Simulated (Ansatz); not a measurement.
Calculated electric field gradients for TiO₂ at a changed volume

The cell is a COD entry, relaxed with PBE at fixed cell and then changed (volume scaled by 1.03).

```yaml
crystal:
  lattice:
    - [4.55971, 0.00000, 0.00000]
    - [0.00000, 5.55143, 0.00000]
    - [0.00000, 0.00000, 4.98790]
  atoms:
    - { symbol: Ti, position: [0.00000, 0.17453, 0.25000] }
    - { symbol: Ti, position: [0.50000, 0.32547, 0.75000] }
    - { symbol: Ti, position: [0.00000, 0.82547, 0.75000] }
    - { symbol: Ti, position: [0.50000, 0.67453, 0.25000] }
    - { symbol: O, position: [0.27040, 0.38191, 0.41969] }
    - { symbol: O, position: [0.22960, 0.11809, 0.91969] }
    - { symbol: O, position: [0.77040, 0.11809, 0.58031] }
    - { symbol: O, position: [0.72960, 0.38191, 0.08031] }
    - { symbol: O, position: [0.72960, 0.61809, 0.58031] }
    - { symbol: O, position: [0.77040, 0.88191, 0.08031] }
    - { symbol: O, position: [0.22960, 0.88191, 0.41969] }
    - { symbol: O, position: [0.27040, 0.61809, 0.91969] }
```

Atom numbers follow the list; atoms alike are taken as one site, whose name carries the number of the first.

Level of theory: DFT, PBE, plane waves and PAW (field gradients read without the response of the frozen cores, which leaves them typically 4 to 6 % off), scalar-relativistic, 420 eV cutoff, Γ-centred 5×4×4 k-points, Fermi–Dirac smearing 0.02 eV (Ansatz 0.2.0).

V_zz is the principal component of the electric field gradient with the largest magnitude, η = (V_xx − V_yy)/V_zz and C_Q = eQV_zz/h. Directions are in the Cartesian axes of the cell vectors above, for the atom listed; none is given where the gradient is under 0.02 or η is above 0.95.

Question: Give the quadrupolar parameters of the distinct sites.

Answer: 

| site | first atom | first shell | V_zz (10²¹ V/m²) | η | direction of V_zz (x, y, z) |
| --- | --- | --- | --- | --- | --- |
| Ti | 1 | 6 O at 1.89–2.11 Å | 2.65 | 0.70 | 0.00 1.00 0.00 |
| O | 5 | 3 Ti at 1.89–2.11 Å; also 1 Ti at 3.21 Å | -2.96 | 0.51 | 0.73 -0.63 -0.25 |

At O V_zz stands upright on the plane through its three neighbours (within 12°).

The run took 12 s of wall time (12 s of CPU time) and 0.53 GiB at its peak, on 1 thread of Intel Xeon Platinum 8259CL CPU @ 2.50GHz (Skylake/Cascade Lake) (x86_64; 16 cores open to the job, memory cap 3.0 GiB, no GPU), a shared host with a load of 0.3 a core.
